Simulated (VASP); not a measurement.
SnTe (strained rocksalt): a r²SCAN single-point calculation in VASP

INCAR

```
LWAVE = .FALSE.
EDIFF = 1E-7
ENCUT = 520
LELF = .TRUE.
LCHARG = .TRUE.
IBRION = -1
ISIF = 2
NBANDS = 17
ISMEAR = -1
NSW = 0
LREAL = .FALSE.
ALGO = Normal
PREC = Accurate
LASPH = .TRUE.
METAGGA = R2SCAN
SIGMA = 0.02
NELM = 120
```

KPOINTS

```
KPOINTS created by Atomic Simulation Environment
0
Gamma
8 8 8
0 0 0
```

KPOINTS_OPT

```
special points
8
Reciprocal
0.0000000000 0.0000000000 0.0000000000 1
0.5000000000 0.0000000000 0.5000000000 1
0.6250000000 0.2500000000 0.6250000000 1
0.3750000000 0.3750000000 0.7500000000 1
0.5000000000 0.5000000000 0.5000000000 1
0.5000000000 0.2500000000 0.7500000000 1
-0.0159510000 -0.0123700000 0.4828290000 1
-0.0122070000 0.0053710000 0.4943030000 1
```

POSCAR

```
Sn Te
 1.0000000000000000
     0.0000000000000000    3.1255437384999998    3.1959148668999999
     3.1255437384999998    0.0000000000000000    3.1959148668999999
     3.1255437384999998    3.1255437384999998    0.0000000000000000
 Sn  Te
   1   1
Cartesian
  0.0000000000000000  0.0000000000000000  0.0000000000000000
  3.1255437384999993  3.1255437384999993  3.1959148668999995
```

VASP ran with the recommended PBE PAW datasets (20 valence electrons in the cell).

Command

```
mpirun -np 1 vasp_std
```

OSZICAR

```
N       E                     dE             d eps       ncg     rms          rms(c)
DAV:   1     0.834145164651E+02    0.83415E+02   -0.96879E+03  2044   0.140E+03
DAV:   2    -0.418278694652E+02   -0.12524E+03   -0.12157E+03  2153   0.344E+02
DAV:   3    -0.534046504472E+02   -0.11577E+02   -0.11479E+02  2447   0.918E+01
DAV:   4    -0.537357444847E+02   -0.33109E+00   -0.33084E+00  2481   0.162E+01
DAV:   5    -0.537492701281E+02   -0.13526E-01   -0.13525E-01  2944   0.313E+00    0.477E+00
DAV:   6    -0.506616906097E+02    0.30876E+01   -0.66892E-01  2605   0.116E+01    0.343E+00
DAV:   7    -0.506622244801E+02   -0.53387E-03   -0.88819E-02  2326   0.209E+00    0.103E+00
DAV:   8    -0.506651185487E+02   -0.28941E-02   -0.65802E-03  2535   0.607E-01    0.467E-01
DAV:   9    -0.506652690553E+02   -0.15051E-03   -0.13314E-03  2341   0.179E-01    0.160E-01
DAV:  10    -0.506653268111E+02   -0.57756E-04   -0.13310E-04  2725   0.106E-01    0.529E-02
DAV:  11    -0.506653448955E+02   -0.18084E-04   -0.38496E-05  2447   0.527E-02    0.291E-02
DAV:  12    -0.506653450212E+02   -0.12568E-06   -0.35514E-06  2597   0.277E-02    0.933E-03
DAV:  13    -0.506653454555E+02   -0.43436E-06   -0.91634E-07  2545   0.106E-02    0.187E-03
DAV:  14    -0.506653452481E+02    0.20738E-06   -0.47553E-08  1271   0.281E-03    0.635E-04
DAV:  15    -0.506653451517E+02    0.96456E-07   -0.17079E-08  1133   0.990E-04
   1 F= -.50665345E+02 E0= -.50665166E+02  d E =-.358576E-03
       N       E                     dE             ncg
DAV:   1     0.169323973647E+04   -0.45047E+04      272
DAV:   2     0.711809196591E+03   -0.98143E+03      272
DAV:   3     0.626234470658E+03   -0.85575E+02      344
DAV:   4     0.623800676479E+03   -0.24338E+01      350
DAV:   5     0.623705807227E+03   -0.94869E-01      415
DAV:   6     0.623704719844E+03   -0.10874E-02      356
DAV:   7     0.623704646992E+03   -0.72853E-04      404
DAV:   8     0.623704646200E+03   -0.79171E-06      365
DAV:   9     0.623704646192E+03   -0.80086E-08      252
```

From OUTCAR

```
k-points           NKPTS =     59   k-points in BZ     NKDIM =     59   number of bands    NBANDS=     17

   NELECT =      20.0000    total number of electrons

   dimension x,y,z NGX =    36 NGY =   36 NGZ =   36
   dimension x,y,z NGXF=    72 NGYF=   72 NGZF=   72

  energy-cutoff  :      520.00
  volume of cell :       62.44
      direct lattice vectors                 reciprocal lattice vectors
     0.000000000  3.125543738  3.195914867    -0.159972165  0.159972165  0.156449724
     3.125543738  0.000000000  3.195914867     0.159972165 -0.159972165  0.156449724
     3.125543738  3.125543738  0.000000000     0.159972165  0.159972165 -0.156449724

 k-points in reciprocal lattice and weights: KPOINTS created by Atomic Simulation Env
   0.00000000  0.00000000  0.00000000       0.002
   0.12500000  0.00000000  0.00000000       0.016
   0.25000000  0.00000000  0.00000000       0.016
   0.37500000  0.00000000  0.00000000       0.016
   0.50000000  0.00000000  0.00000000       0.008
   0.12500000  0.12500000  0.00000000       0.004
   0.25000000  0.12500000  0.00000000       0.016
   0.37500000  0.12500000  0.00000000       0.016
   ...

 E-fermi :   7.1275

 k-point     1 :       0.0000    0.0000    0.0000
  band No.  band energies     occupation
      1     -15.7224      2.00000
      2     -15.7169      2.00000
      3     -15.7099      2.00000
      4     -15.7099      2.00000
      5     -15.7052      2.00000
      6      -6.4762      2.00000
      7       2.3215      2.00000
      8       4.4632      2.00000
      9       4.4632      2.00000
     10       4.7138      2.00000
     11      10.1130      0.00000
     12      10.6786      0.00000
     13      10.6786      0.00000
     14      11.8972      0.00000
     15      12.0597      0.00000
     16      12.0597      0.00000
     17      13.8736      0.00000

 k-point     2 :       0.1250    0.0000    0.0000
  band No.  band energies     occupation
      1     -15.7230      2.00000
      2     -15.7178      2.00000
      3     -15.7095      2.00000
      4     -15.7090      2.00000
      5     -15.7044      2.00000
      6      -6.3366      2.00000
      7       1.4598      2.00000
      8       4.5042      2.00000
      9       4.6385      2.00000
     10       5.2003      2.00000
     11       9.4596      0.00000
     12       9.9151      0.00000
     13       9.9961      0.00000
     14      11.9591      0.00000
     15      12.3017      0.00000
     16      12.3806      0.00000
     17      14.8611      0.00000

 k-point     3 :       0.2500    0.0000    0.0000
  band No.  band energies     occupation
      1     -15.7246      2.00000
      2     -15.7202      2.00000
      3     -15.7086      2.00000
      4     -15.7066      2.00000
      5     -15.7022      2.00000
      6      -5.9430      2.00000
      7       0.0284      2.00000
      8       4.6339      2.00000
      9       4.7075      2.00000
     10       6.0244      2.00000
     11       8.3838      0.00000
     12       8.6997      0.00000
     13       8.8789      0.00000
     14      12.4283      0.00000
     15      13.2494      0.00000
     16      13.2746      0.00000
     17      16.9017      0.00000

 k-point     4 :       0.3750    0.0000    0.0000
  band No.  band energies     occupation
      1     -15.7264      2.00000
      2     -15.7228      2.00000
      3     -15.7079      2.00000
      4     -15.7041      2.00000
      5     -15.6996      2.00000
      6      -5.4118      2.00000
      7      -1.2247      2.00000
      8       4.8163      2.00000
      9       4.8312      2.00000
     10       6.6116      2.00000
     11       7.5467      0.00000
     12       7.7446      0.00000
     13       7.9187      0.00000
     14      13.7218      0.00000
     15      14.6711      0.00000
     16      14.7230      0.00000
     17      17.8207      0.00000

 k-point     5 :       0.5000    0.0000    0.0000
  band No.  band energies     occupation
      1     -15.7273      2.00000
      2     -15.7239      2.00000
      3     -15.7076      2.00000
      4     -15.7030      2.00000
      5     -15.6985      2.00000
      6      -5.1086      2.00000
      7      -1.7813      2.00000
      8       4.8845      2.00000
      9       4.9488      2.00000
     10       7.1066      1.47923
     11       7.1484      0.52067
     12       7.3290      0.00008
     13       7.3618      0.00002
     14      15.2628      0.00000
     15      16.1165      0.00000
     16      16.1401      0.00000
     17      16.3286      0.00000

 k-point     6 :       0.1250    0.1250    0.0000
  band No.  band energies     occupation
      1     -15.7249      2.00000
      2     -15.7163      2.00000
      3     -15.7083      2.00000
      4     -15.7083      2.00000
      5     -15.7057      2.00000
      6      -6.2991      2.00000
      7       1.5029      2.00000
      8       4.1825      2.00000
      9       4.1825      2.00000
     10       5.8097      2.00000
     11       8.2602      0.00000
     12      10.7559      0.00000
     13      10.7559      0.00000
     14      11.1608      0.00000
     15      12.9004      0.00000
     16      12.9004      0.00000
     17      14.4143      0.00000

 k-point     7 :       0.2500    0.1250    0.0000
  band No.  band energies     occupation
      1     -15.7274      2.00000
      2     -15.7169      2.00000
      3     -15.7071      2.00000
      4     -15.7061      2.00000
      5     -15.7051      2.00000
      6      -5.9991      2.00000
      7       0.5172      2.00000
      8       4.0294      2.00000
      9       4.2116      2.00000
     10       5.8774      2.00000
     11       7.8615      0.00000
     12      10.1730      0.00000
     13      10.2305      0.00000
     14      11.2101      0.00000
     15      13.6587      0.00000
     16      13.8333      0.00000
     17      15.6653      0.00000

 k-point     8 :       0.3750    0.1250    0.0000
  band No.  band energies     occupation
      1     -15.7291      2.00000
      2     -15.7195      2.00000
      3     -15.7065      2.00000
      4     -15.7036      2.00000
      5     -15.7026      2.00000
      6      -5.5119      2.00000
      7      -0.7200      2.00000
      8       4.1073      2.00000
      9       4.2453      2.00000
     10       5.4771      2.00000
     11       8.1723      0.00000
     12       9.1012      0.00000
     13       9.4598      0.00000
     14      12.0272      0.00000
     15      14.8344      0.00000
     16      15.1992      0.00000
     17      17.6184      0.00000

 k-point     9 :       0.5000    0.1250    0.0000
  band No.  band energies     occupation
      1     -15.7292      2.00000
      2     -15.7221      2.00000
      3     -15.7065      2.00000
      4     -15.7025      2.00000
      5     -15.7001      2.00000
      6      -5.0850      2.00000
      7      -1.5620      2.00000
      8       3.8928      2.00000
      9       4.4204      2.00000
     10       5.6933      2.00000
     11       8.1716      0.00000
     12       8.2205      0.00000
     13       9.1037      0.00000
     14      13.5948      0.00000
     15      15.7837      0.00000
     16      16.2436      0.00000
     17      16.5328      0.00000

 k-point    10 :      -0.3750    0.1250    0.0000
  band No.  band energies     occupation
      1     -15.7274      2.00000
      2     -15.7233      2.00000
      3     -15.7074      2.00000
      4     -15.7036      2.00000
      5     -15.6988      2.00000
      6      -5.1658      2.00000
      7      -1.4568      2.00000
      8       3.6076      2.00000
      9       4.8594      2.00000
     10       6.3055      2.00000
     11       7.6010      0.00000
     12       7.7880      0.00000
     13       9.4722      0.00000
     14      13.7477      0.00000
     15      14.5698      0.00000
     16      15.8305      0.00000
     17      17.1984      0.00000

 k-point    11 :      -0.2500    0.1250    0.0000
  band No.  band energies     occupation
      1     -15.7247      2.00000
      2     -15.7224      2.00000
      3     -15.7087      2.00000
      4     -15.7060      2.00000
      5     -15.6996      2.00000
      6      -5.6518      2.00000
      7      -0.5386      2.00000
      8       3.6382      2.00000
      9       5.0820      2.00000
     10       6.7314      2.00000
     11       7.6813      0.00000
     12       7.7051      0.00000
     13      10.0062      0.00000
     14      12.4943      0.00000
     15      13.2374      0.00000
     16      15.3155      0.00000
     17      15.8192      0.00000

 ...

  Total        1.0363695      1.0363695     -0.0701409      0.0000000      0.0000000     -0.0000000
  in kB       26.5918676     26.5918676     -1.7997214      0.0000000      0.0000000     -0.0000000
  external PRESSURE =      17.1280046 kB  Pullay stress =       0.0000000 kB

 POSITION                                       TOTAL-FORCE (eV/Angst)
 -----------------------------------------------------------------------------------
      0.00000      0.00000      0.00000         0.000000     -0.000000     -0.000000
      3.12554      3.12554      3.19591        -0.000000      0.000000      0.000000
 -----------------------------------------------------------------------------------
    total drift:                               -0.000000      0.000000      0.000000

  FREE ENERGIE OF THE ION-ELECTRON SYSTEM (eV)
  ---------------------------------------------------
  free  energy   TOTEN  =       -50.6653451517 eV

  energy  without entropy=      -50.6649865755  energy(sigma->0) =      -50.66516586
```

```
gap between bands v and c : 0.01 eV
least direct gap          : 0.04 eV
pressure                  : 1.7 GPa
```

Band v is the last that the valence electrons fill when counted band by band, and c is the next.

The run took about 3.4 min on one core of a shared host (Intel Xeon Platinum 8488C) and held 0.26 GiB at most.
